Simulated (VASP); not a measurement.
The system is Cu.

```xyz
1
Lattice="0.0000 1.8075 1.8075 1.8075 0.0000 1.8075 1.8075 1.8075 0.0000" Properties=species:S:1:pos:R:3 pbc="T T T"
Cu    0.0000    0.0000    0.0000
```

Base run:

```yaml
Program: VASP 6.6.1
Functional: PBE
Potentials_or_basis: VASP PAW PBE potentials, release 64 (Cu)
Cutoff: 520 eV
k_mesh: 13 × 13 × 13
Occupations: fermi-dirac, width 0.05 eV
Spin: no spin polarisation
```

Its results: band gap on the k mesh none (metal or under the smearing width); pressure 2.2 GPa.

Task: The run is repeated on the same cell with these changes: functional from PBE to PBEsol. What comes out?

Result: Band gap on the k mesh none (metal or under the smearing width); pressure -5.9 GPa.

PBEsol binds more tightly than PBE, so the same cell stands under less pressure.

Caveats: the PAW data sets were made with another functional, which shifts forces and pressure a little (some runs).

Not every run made on this cell is shown here.
